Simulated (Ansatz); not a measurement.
HfN: strain and displacement

```
Hf N
1.0
     0.00000    2.25586    2.25586
     2.25586    0.00000    2.25586
     2.25586    2.25586    0.00000
Hf N
1 1
Direct
  0.00000 0.00000 0.00000
  0.50000 0.50000 0.50000
```

Atom numbers follow the list: Hf1, N2.

Structure from Materials Project entry mp-2828 (possibly hypothetical), not relaxed further.

Spin polarisation is left out, and whether a magnetic state lies lower isn't shown here.

Spin–orbit coupling is left out, though it moves levels of the heavy atoms by tenths of an eV or more.

The calculation used DFT, PBE, all-electron LAPW, scalar-relativistic in Ansatz 0.2.0.

The runs use a Γ-centred 16×16×16 k mesh, Fermi–Dirac smearing of 0.05 eV, basis error target 0.5 meV/atom, no spin polarisation.

The unchanged cell is at 6.69 GPa, so energy changes include a term −P ΔV where the volume moves.

In a metal, stresses and small energies carry noise from the k mesh.

x, y and z are the Cartesian axes of the cell as listed; fractional coordinates follow a strain, and an engineering shear is twice the off-diagonal strain component.

(1) One change gave: energy change +3 meV/atom; stress change (xx, yy, zz, yz, xz, xy) -2.54, -2.54, 5.52, 0.00, 0.00, 0.00 GPa, compression positive. Which change was it?
A. atom 1 (Hf) moved by (0.1155, 0.1155, 0.1155) Å
B. z strained by -1 % at fixed volume
C. equal xy, yz and zx engineering shear strains of +4 %

## Answers

(1) B. For equal xy, yz and zx engineering shear strains of +4 %: energy change +22 meV/atom; stress change (xx, yy, zz, yz, xz, xy) 0.51, 0.51, 0.51, -4.99, -4.99, -4.99 GPa, compression positive. For atom 1 (Hf) moved by (0.1155, 0.1155, 0.1155) Å: energy change +118 meV/atom; stress change (xx, yy, zz, yz, xz, xy) 5.19, 5.19, 5.19, -0.64, -0.64, -0.64 GPa, compression positive; change of the force on Hf1 (-1.353, -1.353, -1.353) eV/Å.
